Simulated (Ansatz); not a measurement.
Input of an Ansatz 0.2.0 run:

The input input.yaml:

```yaml
crystal:
  lattice:
    - [3.6913825498, 0.0, 0.0]
    - [-1.8456912749, 3.1968310632, 0.0]
    - [0.0, 0.0, 6.04107701]
  atoms:
    - { symbol: Zr, position: [0.0, 0.0, 0.0] }
    - { symbol: S, position: [0.3333333333, 0.6666666667, 0.23790997] }
    - { symbol: S, position: [0.6666666667, 0.3333333333, 0.76209003] }
kpoints:
  mp_grid: { grid: [8, 8, 5] }
  band_path:
    path:
      - [0.0, 0.0, 0.0]
      - [0.5, 0.0, 0.0]
      - [0.3333333333, 0.3333333333, 0.0]
      - [0.0, 0.0, 0.0]
      - [0.0, 0.0, 0.5]
      - [0.5, 0.0, 0.5]
      - [0.3333333333, 0.3333333333, 0.5]
      - [0.0, 0.0, 0.5]
    npoints: 8
scf:
  occupations: { method: fermi_dirac, width: 0.05 }
hamiltonian:
  xc: pbesol
  pseudopotentials: { kind: all_electron, lapw: { basis_error: 0.002 } }
output:
  forces: true
  stress: true
  eigenvalues: true
```

Potentials or basis: all-electron LAPW, scalar-relativistic.

Run with:

```bash
$ ansatz run input.yaml --threads 2 --pin off --max-ram 6144MiB --backend cpu --events-out ev --progress --plain --runs-dir out
```

(1) What does it give for the pressure?

(2) Estimate the band gap along the path.

## Answers

(1) -2.5 GPa.

(2) 0.96 eV, indirect (least direct gap 1.58 eV).

Caveat: this functional lacks dispersion, which binds the layers, so the pressure and a relaxed spacing across them are unreliable.

**What was measured.**

From “Stress-Tuned Optical Transitions in Layered 1T-MX2 (M= Hf, Zr, Sn; X= S, Se) Crystals”, 2022, arxiv:2210.12074, for a bulk crystal of ZrS2: band gap 1.68 eV (indirect).

Measured gap of ZrS2: 1.68 eV (indirect; quoted in “Stress-Tuned Optical Transitions in Layered 1T-MX2 (M= Hf, Zr, Sn; X= S, Se) Crystals”, 2022, arxiv:2210.12074). This calculation gives 0.96 eV (-0.72 eV). Spin-orbit coupling on Zr is left out. The value is that of PBEsol, without temperature or zero-point motion. Semilocal functionals fall short of measured gaps as a rule. The cell is a database's relaxed one, not the measured one, which moves gaps too.
